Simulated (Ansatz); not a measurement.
Runs of Ansatz 0.2.0 on CsSnBr3. It takes space group Pm-3m (No. 221, cubic). Conventional cell: a = 5.839 Å, b = 5.839 Å, c = 5.839 Å, α = 90.00°, β = 90.00°, γ = 90.00°. Cs (site symmetry m-3m) is surrounded by 12 Br at 4.13 Å. Around Sn (site symmetry m-3m) lie 6 Br at 2.92 Å. Br (site symmetry 4/mmm) has 2 Sn at 2.92 Å as nearest neighbours. The cell is a database's computed one.

| task | level | cell | cutoff (eV) | points for each segment of the path | pressure (GPa) |
| --- | --- | --- | --- | --- | --- |
| band structure | PBEsol | as given | 420 | 14 | -0.9 |
| band structure | LDA | as given | 420 | 14 | (a) |
| band structure | r2SCAN | as given | 500 | 14 | -0.2 |
| relaxation of cell and atoms | LDA | relaxed | 420 | - | 0.0 |

Alike in all rows: potentials or basis Ansatz PAW; no spin polarisation; k mesh 5 × 5 × 5; smearing fermi-dirac 0.05 eV.

Problem. Estimate the missing entries.

Solution. (a) -2.0.

Caveats: the PAW data sets come from PBE, with cores solved anew for the run's functional, which leaves a small shift of forces and pressure; the plane-wave basis is chosen anew once the cell has moved, so the energies of steps on either side of that aren't comparable (some runs).

Runs at the PBE level aren't shown here.
